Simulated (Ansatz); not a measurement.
# ZnSnP₂: a line through a two-coordinate scan, part 2 of 2

Aim: follow the energy of ZnSnP2 (I-42d, No. 122; 8 atoms in the cell) along one coordinate, lattice constant a (and b), with the other held at lattice constant c = 11.563 Å.

Ansatz 0.2.0; DFT PBEsol, scalar-relativistic, plane waves, PAW. Earlier steps stand in the parts before.

## (6) Changed: occupations.method tetrahedron, width left out

File input.yaml:

```yaml
crystal:
  lattice:
    - [-2.8105826831, 2.8105826831, 5.78175]
    - [2.8105826831, -2.8105826831, 5.78175]
    - [2.8105826831, 2.8105826831, -5.78175]
  atoms:
    - { symbol: Zn, position: [0.75, 0.25, 0.5] }
    - { symbol: Zn, position: [0.0, 0.0, 0.0] }
    - { symbol: Sn, position: [0.25, 0.75, 0.5] }
    - { symbol: Sn, position: [0.5, 0.5, 0.0] }
    - { symbol: P, position: [0.375, 0.3504879709, 0.4754879709] }
    - { symbol: P, position: [0.6495120291, 0.125, 0.0245120291] }
    - { symbol: P, position: [0.1004879709, 0.625, 0.9754879709] }
    - { symbol: P, position: [0.875, 0.8995120291, 0.5245120291] }
basis:
  ecutwfc: 520.0
kpoints:
  mp_grid: { grid: [8, 8, 8] }
hamiltonian:
  xc: pbesol
scf:
  occupations: { method: tetrahedron }
output:
  forces: true
  eigenvalues: true
  stress: true
```

Launch:

```sh
$ ansatz run input.yaml --threads 2 --pin off --max-ram 4096MiB --backend cpu --events-out ev --progress --plain --runs-dir out
```

Output (excerpt; [...] marks lines left out):

```text
Warning: output.forces, output.stress, relax.cell or npt_langevin: where a Kohn–Sham band that disperses or a degenerate level is filled in part under the method tetrahedron, the forces or the stress that this run publishes need not agree with its energy (scf.occupations.method in the [...]
Warning: RAYON_NUM_THREADS=2 ignored (pool sized by the plan → 2); use --threads N
[...]
Pseudopotentials: kind: paw
Pseudopotential: Zn, paw, valence charge 12, recommended cutoff 420 eV (normal), Zn.paw.azcp
Pseudopotential: Sn, paw, valence charge 14, recommended cutoff 420 eV (normal), Sn.paw.azcp
Pseudopotential: P, paw, valence charge 5, recommended cutoff 420 eV (normal), P.paw.azcp
Functional definition: PBEsol
[...]
Crystal: 8 atoms, lattice volume = 182.689 Å³
Basis set: ecut = 520 eV, 4925 PW (Γ), exchange–correlation on 108×108×108 points (8 copies of the dense FFT grid, shifted against one another)
Bands: 44, of which v1, the nominal top of the filled ones, is band 36 counted from 1 (35 counted from 0)
Symmetry: 8 space group operations
[...]
SCF converged after 7 iterations
Stability not checked: this state was not tested for a lower state beside it, because cold or Methfessel-Paxton smearing, or corrected tetrahedra, fill the levels in a way that the test cannot read (fill_not_monotonic; see scf.lower_state_search)
Free energy (F): -21422.954114 eV
[...]
E sigma→0 (E₀):  -21422.954114 eV
Fermi energy:    7.106915 eV
[...]
--- Forces (eV/Å), atoms counted from 1 ---
  atom   1  Zn     0.00000000     0.00000000    -0.00000000
  atom   2  Zn     0.00000000     0.00000000    -0.00000000
  atom   3  Sn     0.00000000    -0.00000000     0.00000000
  atom   4  Sn     0.00000000    -0.00000000     0.00000000
  atom   5  P      0.01992443     0.00000000     0.00000000
  atom   6  P     -0.00000000    -0.01992443     0.00000000
  atom   7  P     -0.00000000     0.01992443     0.00000000
  atom   8  P     -0.01992443     0.00000000    -0.00000000
[...]
--- Stress (GPa, compression-positive) ---
       -1.261969      -0.000000      -0.000000
       -0.000000      -1.261969       0.000000
       -0.000000       0.000000      -2.694917
  P = ⅓ Tr σ = -1.7396 GPa (-17.396 kbar)
--- Band table (eV; the first three rows and the last of 59) ---
[...]
```

It took 19 s on 2 threads of Intel Xeon 6975P-C (Granite Rapids), shared host; peak memory 0.86 GiB.

```
    run     ending       energy change  pressure (GPa)  gap (eV)  force (eV/Å)  cycles  time
 step 5  converged                   0            -1.7      0.62          0.02       7  22 s
variant  converged  0.0 meV/atom (σ→0)            -1.7      0.62          0.02       7  19 s
```

The changed input (smearing) leaves the energy the same to the digits printed.

## (7) Point (5.762 Å, 11.563 Å)

File input.yaml:

```yaml
crystal:
  lattice:
    - [-2.88085, 2.88085, 5.78175]
    - [2.88085, -2.88085, 5.78175]
    - [2.88085, 2.88085, -5.78175]
  atoms:
    - { symbol: Zn, position: [0.75, 0.25, 0.5] }
    - { symbol: Zn, position: [0.0, 0.0, 0.0] }
    - { symbol: Sn, position: [0.25, 0.75, 0.5] }
    - { symbol: Sn, position: [0.5, 0.5, 0.0] }
    - { symbol: P, position: [0.375, 0.3504879709, 0.4754879709] }
    - { symbol: P, position: [0.6495120291, 0.125, 0.0245120291] }
    - { symbol: P, position: [0.1004879709, 0.625, 0.9754879709] }
    - { symbol: P, position: [0.875, 0.8995120291, 0.5245120291] }
basis:
  ecutwfc: 520.0
kpoints:
  mp_grid: { grid: [8, 8, 8] }
hamiltonian:
  xc: pbesol
scf:
  occupations: { method: gaussian, width: 0.05 }
output:
  forces: true
  stress: true
  eigenvalues: true
  write_density: true
  write_potential: true
  elf: true
  volumetric_format: npy
```

Launch:

```sh
$ ansatz run input.yaml --threads 2 --pin off --max-ram 4096MiB --backend cpu --events-out ev --progress --plain --runs-dir out
```

Output (excerpt; [...] marks lines left out):

```text
Warning: RAYON_NUM_THREADS=2 ignored (pool sized by the plan → 2); use --threads N
[...]
Pseudopotentials: kind: paw
Pseudopotential: Zn, paw, valence charge 12, recommended cutoff 420 eV (normal), Zn.paw.azcp
Pseudopotential: Sn, paw, valence charge 14, recommended cutoff 420 eV (normal), Sn.paw.azcp
Pseudopotential: P, paw, valence charge 5, recommended cutoff 420 eV (normal), P.paw.azcp
Functional definition: PBEsol
[...]
Crystal: 8 atoms, lattice volume = 191.938 Å³
Basis set: ecut = 520 eV, 5109 PW (Γ), exchange–correlation on 108×108×108 points (8 copies of the dense FFT grid, shifted against one another)
Bands: 44, of which v1, the nominal top of the filled ones, is band 36 counted from 1 (35 counted from 0)
Symmetry: 8 space group operations
Space group: I-42d (ITA 122), of the structure as read, at distance tolerance 5.8e-5 Å
k-points: 59 of 512 (time reversal used)
[...]
SCF iter   7: F=-21422.778228 eV  HF=-21422.778228 eV  |F-HF|=9.02e-8  |Δ(HF+E_count)|=   3.10e-6  Δρ=6.43e-6  dr2=7.80e-8  ethr=1.39e-10  ⟨swp⟩=17.5  Hψ=25826  notcnv=0
[...]
SCF converged after 7 iterations
Free energy (F): -21422.778228 eV
[...]
E sigma→0 (E₀):  -21422.778228 eV
Fermi energy:    6.655380 eV
[...]
--- Forces (eV/Å), atoms counted from 1 ---
  atom   1  Zn     0.00000000     0.00000000    -0.00000000
  atom   2  Zn     0.00000000    -0.00000000    -0.00000000
  atom   3  Sn     0.00000000    -0.00000000     0.00000000
  atom   4  Sn     0.00000000     0.00000000     0.00000000
  atom   5  P      0.14242752    -0.00000000     0.00000000
  atom   6  P     -0.00000000    -0.14242752     0.00000000
  atom   7  P     -0.00000000     0.14242752     0.00000000
  atom   8  P     -0.14242752    -0.00000000     0.00000000
[...]
--- Stress (GPa, compression-positive) ---
       -4.680511       0.000000       0.000000
        0.000000      -4.680511      -0.000000
        0.000000      -0.000000      -4.627073
  P = ⅓ Tr σ = -4.6627 GPa (-46.627 kbar)
--- Band table (eV; the first three rows and the last of 59) ---
[...]
```

It took 27 s on 2 threads of Intel Xeon 6975P-C (Granite Rapids), shared host; peak memory 0.89 GiB.

Axes a, b and c in the maps are those of this run's conventional cell (a, b, c = 5.762, 5.762, 11.563 Å).

Density in a lattice plane of the grid's cell (edges 5.76 and 11.56 Å, at 0.000 of the third edge), which holds Zn and Sn.

Ten even steps from '0' (0.02 e/Å³) to '9' (45.78 e/Å³):
```
000000000000
000000000000
000000000000
000000000000
000001810000
000000000000
000000000000
000000000000
000000000000
310000000001
000000000000
000000000000
000000000000
000000000000
000001310000
000000000000
000000000000
000000000000
000000000000
910000000001
```
Columns run along the first of these edges and rows up along the second, over one cell in 12 and 20 even steps from the bottom left corner. Atoms in the plane (fractional): Zn at (0.50, 0.75), Zn at (0.00, 0.00), Sn at (0.50, 0.25), Sn at (0.00, 0.50).

ELF in the same plane.

Values, 12 rows by 6 columns:
```
0.19 0.44 0.41 0.07 0.41 0.44
0.07 0.40 0.43 0.19 0.43 0.40
0.01 0.07 0.19 0.00 0.19 0.07
0.09 0.29 0.38 0.19 0.38 0.29
0.29 0.42 0.30 0.07 0.30 0.42
0.00 0.30 0.08 0.01 0.08 0.30
0.29 0.40 0.22 0.09 0.22 0.40
0.09 0.22 0.40 0.30 0.40 0.22
0.01 0.08 0.30 0.00 0.30 0.08
0.07 0.30 0.42 0.30 0.42 0.30
0.19 0.38 0.29 0.09 0.29 0.38
0.00 0.19 0.07 0.01 0.07 0.19
```
Columns run along the first of these edges and rows up along the second, over one cell in 6 and 12 even steps from the bottom left corner. Atoms in the plane (fractional): Zn at (0.50, 0.75), Zn at (0.00, 0.00), Sn at (0.50, 0.25), Sn at (0.00, 0.50).

Both are smooth fields of the valence electrons: close to the nuclei they are not physical.

Outside the cores ELF peaks at 0.92 on the P–Zn line, 0.8 Å from P; 0.92 in the shell around P, 0.7 Å from P; 0.87 on the P–Sn line, 0.9 Å from P.

That is 27 meV/atom from the zero.

## (8) Point (5.902 Å, 11.563 Å)

Edit input.yaml of step 7 so:

```diff
@@ -2,5 +2,5 @@
   lattice:
-    - [-2.88085, 2.88085, 5.78175]
-    - [2.88085, -2.88085, 5.78175]
-    - [2.88085, 2.88085, -5.78175]
+    - [-2.9511, 2.9511, 5.78175]
+    - [2.9511, -2.9511, 5.78175]
+    - [2.9511, 2.9511, -5.78175]
   atoms:
@@ -26,5 +26 @@
   eigenvalues: true
-  write_density: true
-  write_potential: true
-  elf: true
-  volumetric_format: npy
```

Launch:

```sh
$ ansatz run input.yaml --threads 2 --pin off --max-ram 4096MiB --backend cpu --events-out ev --progress --plain --runs-dir out
```

Output (excerpt; [...] marks lines left out):

```text
Warning: RAYON_NUM_THREADS=2 ignored (pool sized by the plan → 2); use --threads N
[...]
Pseudopotentials: kind: paw
Pseudopotential: Zn, paw, valence charge 12, recommended cutoff 420 eV (normal), Zn.paw.azcp
Pseudopotential: Sn, paw, valence charge 14, recommended cutoff 420 eV (normal), Sn.paw.azcp
Pseudopotential: P, paw, valence charge 5, recommended cutoff 420 eV (normal), P.paw.azcp
Functional definition: PBEsol
[...]
Crystal: 8 atoms, lattice volume = 201.413 Å³
Basis set: ecut = 520 eV, 5461 PW (Γ), exchange–correlation on 108×108×108 points (8 copies of the dense FFT grid, shifted against one another)
Bands: 44, of which v1, the nominal top of the filled ones, is band 36 counted from 1 (35 counted from 0)
Symmetry: 8 space group operations
Space group: I-42d (ITA 122), of the structure as read, at distance tolerance 5.9e-5 Å
k-points: 59 of 512 (time reversal used)
[...]
SCF converged after 8 iterations
Free energy (F): -21422.418915 eV
[...]
E sigma→0 (E₀):  -21422.418900 eV
Entropy (-TS):   -0.000030 eV (-0.004 meV/atom)
Fermi energy:    5.997967 eV
[...]
--- Forces (eV/Å), atoms counted from 1 ---
  atom   1  Zn     0.00000000     0.00000000     0.00000000
  atom   2  Zn     0.00000000    -0.00000000     0.00000000
  atom   3  Sn     0.00000000    -0.00000000     0.00000000
  atom   4  Sn     0.00000000     0.00000000     0.00000000
  atom   5  P      0.24448681    -0.00000000    -0.00000000
  atom   6  P     -0.00000000    -0.24448681     0.00000000
  atom   7  P      0.00000000     0.24448681    -0.00000000
  atom   8  P     -0.24448681    -0.00000000     0.00000000
[...]
--- Stress (GPa, compression-positive) ---
       -7.345955      -0.000000       0.000000
        0.000000      -7.345955       0.000000
        0.000000      -0.000000      -5.991888
  P = ⅓ Tr σ = -6.8946 GPa (-68.946 kbar)
--- Band table (eV; the first three rows and the last of 59) ---
[...]
```

Run time: 21 s. Hardware: 2 threads of Intel Xeon 6975P-C (Granite Rapids), shared host; peak memory 0.91 GiB.

Energy on the map's scale: 72 meV/atom.

## (9) The line in numbers

What follows sums up all 2 parts.

```
lattice constant a (and b) (Å)  step  energy (meV/atom)  slope (meV/atom per Å)  pressure (GPa)  band gap on the k-mesh (eV)  largest force on an atom (eV/Å)
                         5.340     3                 49                    −408             6.8                         0.76                             0.29
                         5.481     4                 10                    −151             2.0                         0.81                             0.12
                         5.621     5                4.7                      64            −1.7                         0.62                             0.02
                         5.762     7                 27                     243            −4.7                         0.42                             0.14
                         5.902     8                 72                     391            −6.9                         0.11                             0.24
```

Energies count from the relaxed crystal. Slopes come from the forces (and the stress, where the cell changes), not from differences of energies.

```
                                                                             run       outcome
step 6, run with occupations.method tetrahedron, width left out (against step 5)  0.0 meV/atom
```

In words: The lowest point of the line is at 5.621 Å, 4.7 meV/atom from the zero. A fit to energies and slopes at the lowest point and its two neighbours puts the minimum at 5.5769 Å, with a curvature of about 1500 meV/atom per Å². The highest point computed, at 5.902 Å, lies 67 meV/atom above the lowest. This is one cut through a surface in two coordinates; the map's lowest point lies off it. A rigid map gives upper bounds: relaxing the other coordinates can only lower a point.

These are semilocal Kohn-Sham gaps, which aren't the measured quantity. Such gaps usually fall short of the measured ones.
